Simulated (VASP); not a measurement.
# Os (P6_3/mmc) in VASP: further runs

The runs below take Os through single point, relaxation of cell and atoms, with PBE, PW91, AM05.

All numbers are computed with VASP 6.6.1; they aren't measurements. Logs are shortened: lines on timing, memory, paths and dates and some standing lists are left out, and cuts for length are marked.

## Step 1: The crystal as given

The structure is hexagonal, space group P6_3/mmc (No. 194). The conventional cell has a = 2.734 Å, b = 2.734 Å, c = 4.320 Å, α = 90.00°, β = 90.00°, γ = 120.00°. Around Os (site symmetry -6m2) lie 12 Os at 2.68 to 2.73 Å.

## Step 2: Single point, PBE

INCAR reads:

```
ALGO = Normal ; EDIFF = 1E-6
ENCUT = 520 ; GGA = PE
ISIF = 2 ; ISMEAR = 0
LASPH = T ; LCHARG = T
LELF = T ; LREAL = F
LVHAR = T ; LWAVE = F
NELM = 80 ; PREC = Accurate
SIGMA = 0.020999999999999998
```

KPOINTS reads:

```
k-points
0
Gamma
  11 11 6
```

POSCAR reads:

```
Os
1.0
    2.7341000000      0.0000000000      0.0000000000
   -1.3670500000      2.3678000565      0.0000000000
    0.0000000000      0.0000000000      4.3197000000
Os
2
Direct
    0.6666666667      0.3333333333      0.7500000000
    0.3333333333      0.6666666667      0.2500000000
```

Potentials or basis: VASP PAW PBE potentials, release 64 (Os).

The run is started by

```console
cat potpaw_PBE.64/Os/POTCAR > POTCAR
mpirun -np 1 vasp_std > vasp.out
```

OUTCAR:

```text
EDIFF = 1E-6
   ENCUT = 520
   GGA = PE
   ISIF = 2
   ISMEAR = 0
   LASPH = T
   LREAL = F
   NELM = 80
   PREC = Accurate

 ion  position               nearest neighbor table
   1  0.667  0.333  0.750-   2 2.68   2 2.68   2 2.68   2 2.68   2 2.68   2 2.68
   2  0.333  0.667  0.250-   1 2.68   1 2.68   1 2.68   1 2.68   1 2.68   1 2.68

  LATTYP: Found a hexagonal cell.
 ALAT       =     2.7341000000
 C/A-ratio  =     1.5799348963

  Lattice vectors:

 A1 = (   2.7341000000,   0.0000000000,   0.0000000000)
 A2 = (  -1.3670500000,   2.3678000565,   0.0000000000)
 A3 = (   0.0000000000,   0.0000000000,   4.3197000000)

Analysis of symmetry for initial positions (statically):
=====================================================================
 Subroutine PRICEL returns:
 Original cell was already a primitive cell.

 Routine SETGRP: Setting up the symmetry group for a
 hexagonal supercell.

 Subroutine GETGRP returns: Found 24 space group operations
 (whereof 12 operations were pure point group operations)
 out of a pool of 24 trial point group operations.

The static configuration has the point symmetry D_3d.
 The point group associated with its full space group is D_6h.

Analysis of symmetry for dynamics (positions and initial velocities):
=====================================================================
 Subroutine PRICEL returns:
 Original cell was already a primitive cell.

 Routine SETGRP: Setting up the symmetry group for a
 hexagonal supercell.

 Subroutine GETGRP returns: Found 24 space group operations
 (whereof 12 operations were pure point group operations)
 out of a pool of 24 trial point group operations.

The dynamic configuration has the point symmetry D_3d.
 The point group associated with its full space group is D_6h.

 Subroutine INISYM returns: Found 24 space group operations
 (whereof 12 operations are pure point group operations),
 and found     1 'primitive' translations

----------------------------------------------------------------------------------------

                                     Primitive cell

  volume of cell :      27.9649

  direct lattice vectors                    reciprocal lattice vectors
     2.734100000  0.000000000  0.000000000     0.365751070  0.211166479  0.000000000
    -1.367050000  2.367800057  0.000000000     0.000000000  0.422332957  0.000000000
     0.000000000  0.000000000  4.319700000     0.000000000  0.000000000  0.231497558

  length of vectors
     2.734100000  2.734100000  4.319700000     0.422332957  0.422332957  0.231497558

  position of ions in fractional coordinates (direct lattice)
     0.666666667  0.333333333  0.750000000
     0.333333333  0.666666667  0.250000000

  ion indices of the primitive-cell ions
   primitive index   ion index
                 1           1
                 2           2

----------------------------------------------------------------------------------------

 KPOINTS: k-points

Automatic generation of k-mesh.
 Grid dimensions read from file:
 generate k-points for:   11   11    6

 Generating k-lattice:

  Cartesian coordinates                     Fractional coordinates (reciprocal lattice)
     0.033250097  0.019196953  0.000000000     0.090909091 -0.000000000  0.000000000
     0.000000000  0.038393905  0.000000000     0.000000000  0.090909091  0.000000000
     0.000000000  0.000000000  0.038582926     0.000000000  0.000000000  0.166666667

  Length of vectors
     0.038393905  0.038393905  0.038582926

  Shift w.r.t. Gamma in fractional coordinates (k-lattice)
     0.000000000  0.000000000  0.000000000

 Subroutine IBZKPT returns following result:
 ===========================================

 Found     64 irreducible k-points:

 Following reciprocal coordinates:
            Coordinates               Weight
  0.000000  0.000000  0.000000      1.000000
  0.090909  0.000000  0.000000      6.000000
  0.181818  0.000000  0.000000      6.000000
  0.272727 -0.000000  0.000000      6.000000
  0.363636 -0.000000  0.000000      6.000000
  0.454545  0.000000  0.000000      6.000000
[... 16 lines left out ...]
  0.090909  0.090909  0.166667     12.000000
  0.181818  0.090909  0.166667     24.000000
 [... further k-points ...]
   k-points           NKPTS =     64   k-points in BZ     NKDIM =     64   number of bands    NBANDS=     12
   number of dos      NEDOS =    301   number of ions     NIONS =      2
   total plane-waves  NPLWV =  12800
   dimension x,y,z NGX =    20 NGY =   20 NGZ =   32
   dimension x,y,z NGXF=    40 NGYF=   40 NGZF=   64
   ions per type =               2
   NGX,Y,Z   is equivalent  to a cutoff of  12.16, 12.16, 12.32 a.u.
   NGXF,Y,Z  is equivalent  to a cutoff of  24.32, 24.32, 24.63 a.u.
 SYSTEM =  unknown system
   PREC   = accura    normal or accurate (medium, high low for compatibility)
   ISTART =      0    job   : 0-new  1-cont  2-samecut
   ICHARG =      2    charge: 1-file 2-atom 10-const
   ISPIN  =      1    spin polarized calculation?
   LNONCOLLINEAR =      F non collinear calculations
   LSORBIT =      F    spin-orbit coupling
   LASPH  =      T    aspherical Exc in radial PAW
   ENCUT  =  520.0 eV  38.22 Ry    6.18 a.u.   5.08  5.08  8.03*2*pi/ulx,y,z
   NELM   =     80;   NELMIN=  2; NELMDL= -5     # of ELM steps
   EDIFF  = 0.1E-05   stopping-criterion for ELM
   LREAL  =      F    real-space projection
   EDIFFG = 0.1E-04   stopping-criterion for IOM
   NSW    =      0    number of steps for IOM
   IBRION =     -1    ionic relax: 0-MD 1-quasi-New 2-CG
   NFREE  =      0    steps in history (QN), initial steepest desc. (CG)
   ISIF   =      2    stress and relaxation
   ISYM   =      2    0-nonsym 1-usesym 2-fastsym
   POTIM  = 0.5000    time-step for ionic-motion
   TEBEG  =    0.0;   TEEND  =   0.0 temperature during run
   PSTRESS=    0.0 pullay stress
   NELECT =      16.0000    total number of electrons
   NUPDOWN=      -1.0000    fix difference up-down
   EMIN   =  10.00;   EMAX   =-10.00  energy-range for DOS
   EFERMI =   0.00;   METHOD = LEGACY
   ISMEAR =     0;   SIGMA  =   0.02  broadening in eV -4-tet -1-fermi 0-gaus
   EFERMI_NEDOS =   21; number of points for ismear=-14 and -15
   IALGO  =     38    algorithm
   IMIX   =      4    mixing-type and parameters
     AMIX     =   0.40;   BMIX     =  1.00
     AMIX_MAG =   1.60;   BMIX_MAG =  1.00
  volume/ion in A,a.u.               =      13.98        94.36
  Fermi-wavevector in a.u.,A,eV,Ry     =   1.359076  2.568282 25.131161  1.847088
  Thomas-Fermi vector in A             =   2.485855
   LORBIT       =      0    0 simple, 1 ext, 2 COOP (PROOUT), +10 PAW based schemes
   GGA     = PE    functional components
   LHFCALC =     F    Hartree Fock is set to
   AEXX    =    0.0000 exact exchange contribution
   IVDW    =     0    specifies the selected vdW correction
   LEPSILON=     F    determine dielectric tensor
   LRPA    =     F    only Hartree local field effects (RPA)
 non-spin polarized calculation
 Gauss-broadening in eV      SIGMA  =   0.02
  energy-cutoff  :      520.00
  volume of cell :       27.96
 maximum number of plane-waves:       768
   NGX = 11   NGY = 11   NGZ = 17

 number of electron      15.9999998 magnetization

 Free energy of the ion-electron system (eV)
  ---------------------------------------------------
  ext. energy  EPLUGINS =         0.00000000
  ---------------------------------------------------
  free energy    TOTEN  =       -22.46801241 eV

  energy without entropy =      -22.46763356  energy(sigma->0) =      -22.46782299

 E-fermi :   9.4117     XC(G=0): -14.0601

 val. band max:        9.4070089302   @ k =   0.0909   0.0000   0.3333
 cond. band min:       9.4908592107   @ k =   0.3636   0.0909   0.3333
 fundamental gap:      0.0838502804
 Fermi energy:         9.4116535276

 k-point     1 :       0.0000    0.0000    0.0000
  band No.  band energies     occupation
      1      -1.4737      2.00000
      2       1.6790      2.00000
      3       6.4220      2.00000
      4       6.4220      2.00000
      5       6.6709      2.00000
      6       7.2648      2.00000
      7       7.2648      2.00000
      8       7.9108      2.00000
      9       7.9108      2.00000
     10       9.4970      0.00000
     11      11.1642      0.00000
     12      11.1642      0.00000

 k-point     2 :       0.0909    0.0000    0.0000
  band No.  band energies     occupation
      1      -1.1414      2.00000
      2       1.9710      2.00000
      3       5.8674      2.00000
      4       6.7163      2.00000
      5       7.0320      2.00000
      6       7.1880      2.00000
      7       7.4346      2.00000
      8       7.5394      2.00000
      9       7.6807      2.00000
     10       8.4353      2.00000
     11      11.3222      0.00000
     12      12.7926      0.00000

 k-point     3 :       0.1818    0.0000    0.0000
  band No.  band energies     occupation
      1      -0.2230      2.00000
      2       2.6546      2.00000
      3       5.2213      2.00000
      4       5.9627      2.00000
      5       6.6148      2.00000
      6       7.1621      2.00000
      7       7.5676      2.00000
      8       7.8367      2.00000
      9       7.9277      2.00000
     10       8.3267      2.00000
     11      11.6432      0.00000
     12      15.1812      0.00000

 k-point     4 :       0.2727   -0.0000    0.0000
  band No.  band energies     occupation
      1       1.0008      2.00000
      2       2.9582      2.00000
      3       4.5737      2.00000
      4       5.1754      2.00000
      5       6.4745      2.00000
      6       6.6104      2.00000
      7       7.4198      2.00000
      8       8.8648      2.00000
      9       9.0636      2.00000
     10       9.5069      0.00000
     11      11.9279      0.00000
     12      17.5996      0.00000

 k-point     5 :       0.3636   -0.0000    0.0000
  band No.  band energies     occupation
      1       1.9722      2.00000
      2       2.6388      2.00000
      3       3.5851      2.00000
      4       5.7208      2.00000
      5       6.1796      2.00000
      6       7.0433      2.00000
      7       7.0965      2.00000
      8      10.3343      0.00000
      9      10.7630      0.00000
     10      10.8440      0.00000
     11      12.1074      0.00000
     12      17.9355      0.00000
[... 228 lines left out ...]
      1       1.8263      2.00000
      2       2.7607      2.00000
      3       3.9570      2.00000
      4       5.0269      2.00000
      5       6.4201      2.00000
      6       6.9100      2.00000
      7       7.8054      2.00000
      8      10.3989      0.00000
      9      10.4782      0.00000
     10      10.7011      0.00000
     11      11.8919      0.00000
     12      16.3105      0.00000

 k-point    22 :       0.4545    0.0000    0.1667
  band No.  band energies     occupation
      1       1.9174      2.00000
      2       2.4237      2.00000
      3       3.8715      2.00000
      4       4.9799      2.00000
      5       6.2203      2.00000
      6       7.4338      2.00000
      7       8.5049      2.00000
      8      11.1793      0.00000
      9      11.5594      0.00000
     10      12.0396      0.00000
     11      12.6845      0.00000
     12      15.5789      0.00000

 k-point    23 :       0.0909    0.0909    0.1667
  band No.  band energies     occupation
      1      -0.2032      2.00000
      2       2.5682      2.00000
      3       5.3656      2.00000
      4       5.7467      2.00000
      5       6.5254      2.00000
      6       6.8817      2.00000
      7       7.3493      2.00000
      8       7.7011      2.00000
      9       8.4093      2.00000
     10       8.4775      2.00000
     11      11.4435      0.00000
     12      13.4914      0.00000

 k-point    24 :       0.1818    0.0909    0.1667
  band No.  band energies     occupation
      1       0.8326      2.00000
      2       3.2865      2.00000
      3       4.6949      2.00000
      4       4.9186      2.00000
      5       6.1722      2.00000
      6       6.7904      2.00000
      7       7.3674      2.00000
      8       8.3204      2.00000
      9       8.9318      2.00000
     10       9.3105      2.00000
     11      11.6035      0.00000
     12      15.0214      0.00000

 [... further k-points ...]

------------------------ aborting loop because EDIFF is reached ----------------------------------------

  FORCE on cell =-STRESS in cart. coord.  units (eV):
  Direction    XX          YY          ZZ          XY          YZ          ZX
  --------------------------------------------------------------------------------------
  -------------------------------------------------------------------------------------
  Total        1.5182714      1.5182714      1.5683849     -0.0000000      0.0000000      0.0000000
  in kB       86.9855233     86.9855233     89.8566495     -0.0000000      0.0000000      0.0000000
  external PRESSURE =      87.9425653 kB  Pullay stress =       0.0000000 kB

 VOLUME and BASIS-vectors are now :
 -----------------------------------------------------------------------------
  energy-cutoff  :      520.00
  volume of cell :       27.96
      direct lattice vectors                 reciprocal lattice vectors
     2.734100000  0.000000000  0.000000000     0.365751070  0.211166479  0.000000000
    -1.367050000  2.367800057  0.000000000     0.000000000  0.422332957  0.000000000
     0.000000000  0.000000000  4.319700000     0.000000000  0.000000000  0.231497558

 POSITION                                       TOTAL-FORCE (eV/Angst)
 -----------------------------------------------------------------------------------
      1.36705      0.78927      3.23977         0.000000      0.000000      0.000000
     -0.00000      1.57853      1.07993        -0.000000     -0.000000      0.000000
 -----------------------------------------------------------------------------------
    total drift:                               -0.000000      0.000000     -0.000000

  FREE ENERGIE OF THE ION-ELECTRON SYSTEM (eV)
  ---------------------------------------------------
  free  energy   TOTEN  =       -22.4680124129 eV

  energy  without entropy=      -22.4676335639  energy(sigma->0) =      -22.46782299
```

It took 6.9 s on 1 thread of Intel Xeon 6975P-C (Granite Rapids), shared host; peak memory 0.14 GiB.

What came out:

```yaml
Free_energy: -22.4680 eV
Pressure: 8.8 GPa
Band_gap_on_the_k_mesh: none (metal or under the smearing width)
```

Levels at points of the mesh, in eV from the Fermi level:
| k point | band 4 | band 5 | band 6 | band 7 | band 8 | band 9 | band 10 | band 11 | band 12 |
| --- | --- | --- | --- | --- | --- | --- | --- | --- | --- |
| (0.00, 0.00, 0.00) | -2.99 | -2.74 | -2.15 | -2.15 | -1.50 | -1.50 | 0.09 | 1.75 | 1.75 |
| (0.00, 0.00, 0.50) | -3.52 | -3.19 | -3.19 | -3.19 | -3.19 | 0.96 | 0.96 | 0.96 | 0.96 |

## Step 3: Single point, PBE

INCAR reads:

```
PREC = Accurate ; ENCUT = 520
EDIFF = 1E-7 ; ISMEAR = 0
SIGMA = 0.011 ; LREAL = False
LASPH = True ; NELM = 100
ALGO = Normal ; ISIF = 2
LWAVE = False ; LCHARG = False
GGA = PE ; NBANDS = 15
```

KPOINTS reads:

```
regular mesh
0
Gamma
  11 11 6
```

POSCAR is that of step 2.

Potentials or basis: VASP PAW PBE potentials, release 64 (Os).

The run is started by

```console
cat potpaw_PBE.64/Os/POTCAR > POTCAR
mpirun -np 1 vasp_std > vasp.out
```

OUTCAR:

```text
PREC = Accurate
   ENCUT = 520
   EDIFF = 1E-7
   ISMEAR = 0
   LREAL = False
   LASPH = True
   NELM = 100
   ISIF = 2
   GGA = PE

 ion  position               nearest neighbor table
   1  0.667  0.333  0.750-   2 2.68   2 2.68   2 2.68   2 2.68   2 2.68   2 2.68
   2  0.333  0.667  0.250-   1 2.68   1 2.68   1 2.68   1 2.68   1 2.68   1 2.68

  LATTYP: Found a hexagonal cell.
 ALAT       =     2.7341000000
 C/A-ratio  =     1.5799348963

  Lattice vectors:

 A1 = (   2.7341000000,   0.0000000000,   0.0000000000)
 A2 = (  -1.3670500000,   2.3678000565,   0.0000000000)
 A3 = (   0.0000000000,   0.0000000000,   4.3197000000)

Analysis of symmetry for initial positions (statically):
=====================================================================
 Subroutine PRICEL returns:
 Original cell was already a primitive cell.

 Routine SETGRP: Setting up the symmetry group for a
 hexagonal supercell.

 Subroutine GETGRP returns: Found 24 space group operations
 (whereof 12 operations were pure point group operations)
 out of a pool of 24 trial point group operations.

[... 204 lines left out ...]
      5       6.6709      2.00000
      6       7.2648      2.00000
      7       7.2648      2.00000
      8       7.9108      2.00000
      9       7.9108      2.00000
     10       9.4970      0.00000
     11      11.1642      0.00000
     12      11.1642      0.00000
     13      18.5534      0.00000
     14      23.5114      0.00000
[... 689 lines left out ...]
      2       3.3740      2.00000
      3       4.1442      2.00000
      4       5.1050      2.00000
      5       5.7245      2.00000
      6       6.7409      2.00000
      7       7.1371      2.00000
      8       8.1018      2.00000
      9       9.5746      0.00000
     10       9.9201      0.00000
     11      11.1254      0.00000
     12      13.0128      0.00000
     13      22.1189      0.00000
     14      25.2400      0.00000
     15      26.3939      0.00000

 [... further k-points ...]

------------------------ aborting loop because EDIFF is reached ----------------------------------------

  FORCE on cell =-STRESS in cart. coord.  units (eV):
  Direction    XX          YY          ZZ          XY          YZ          ZX
  --------------------------------------------------------------------------------------
  -------------------------------------------------------------------------------------
  Total        1.5184895      1.5184895      1.5680899     -0.0000000      0.0000000      0.0000000
  in kB       86.9980213     86.9980213     89.8397471     -0.0000000      0.0000000      0.0000000
  external PRESSURE =      87.9452632 kB  Pullay stress =       0.0000000 kB

 VOLUME and BASIS-vectors are now :
 -----------------------------------------------------------------------------
  energy-cutoff  :      520.00
  volume of cell :       27.96
      direct lattice vectors                 reciprocal lattice vectors
     2.734100000  0.000000000  0.000000000     0.365751070  0.211166479  0.000000000
    -1.367050000  2.367800057  0.000000000     0.000000000  0.422332957  0.000000000
     0.000000000  0.000000000  4.319700000     0.000000000  0.000000000  0.231497558

 POSITION                                       TOTAL-FORCE (eV/Angst)
 -----------------------------------------------------------------------------------
      1.36705      0.78927      3.23977         0.000000      0.000000      0.000000
     -0.00000      1.57853      1.07993        -0.000000     -0.000000      0.000000
 -----------------------------------------------------------------------------------
    total drift:                               -0.000000      0.000000     -0.000000

  FREE ENERGIE OF THE ION-ELECTRON SYSTEM (eV)
  ---------------------------------------------------
  free  energy   TOTEN  =       -22.4678339293 eV

  energy  without entropy=      -22.4676389575  energy(sigma->0) =      -22.46773644
```

It took 20 s on 1 thread of Intel Xeon Platinum 8488C (Sapphire Rapids), shared host; peak memory 0.14 GiB.

Results:

- Free energy: -22.4678 eV
- Pressure: 8.8 GPa
- Band gap on the k mesh: none (metal or under the smearing width)

Stress tensor (GPa, compression positive):
```
8.70 0.00 0.00
0.00 8.70 0.00
0.00 0.00 8.98
```

(Part 1 of 2 ends here.)
